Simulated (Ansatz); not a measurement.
# C (Graphite 2H): the cost of one run

Computed with Ansatz 0.2.0 (DFT PBEsol, frozen-core PAW, scalar-relativistic unless said, unless a step's input says otherwise).

The COD entry's cell or inner coordinates are ideal or old and differ from later refinements, so a difference from it is no clean test against experiment.

## 1. The structure to begin with

The structure is hexagonal, space group P6_3mc (No. 186). The conventional cell has a = 2.470 Å, b = 2.470 Å, c = 6.790 Å, α = 90.00°, β = 90.00°, γ = 120.00°. C (site symmetry 3m) has 3 C at 1.43 Å as nearest neighbours.

Structure file:

```xyz
4
Lattice="2.4700 0.0000 0.0000 -1.2350 2.1391 0.0000 0.0000 0.0000 6.7900" Properties=species:S:1:pos:R:3 pbc="T T T"
C     0.0000    0.0000    0.0000
C     0.0000    0.0000    3.3950
C     0.0000    1.4261    0.0340
C     1.2350    0.7130    3.4289
```

Cartesian axes are those of the input's lattice vectors. The structure goes back to a database entry.

## 2. Cell and atoms relaxed, PAW

Contents of input.yaml:

```yaml
crystal:
  lattice:
    - [2.46999999998, 0.0, 0.0]
    - [-1.23499999999, 2.13908274733, 0.0]
    - [0.0, 0.0, 6.79]
  atoms:
    - { symbol: C, position: [0.0, 0.0, 0.0] }
    - { symbol: C, position: [0.0, 0.0, 0.5] }
    - { symbol: C, position: [0.333333333333, 0.666666666667, 0.005] }
    - { symbol: C, position: [0.666666666667, 0.333333333333, 0.505] }
kpoints:
  mp_grid: { grid: [16, 16, 6] }
scf:
  occupations: { method: fermi_dirac, width: 0.08 }
hamiltonian:
  xc: pbesol
  pseudopotentials: { kind: paw }
relax:
  f_tol: 0.002
  max_steps: 80
  cell: {}
output:
  forces: true
  stress: true
```

The run is started by

```bash
ansatz run input.yaml --threads 1 --pin off --max-ram 3072MiB --backend cpu --events-out ev --progress --plain --runs-dir out
```

**Question.** How long does this run take on 1 thread of Intel Xeon Platinum 8488C (Sapphire Rapids), shared host, and how much memory does it need?

About 39 s, with a peak of 0.4 GiB.
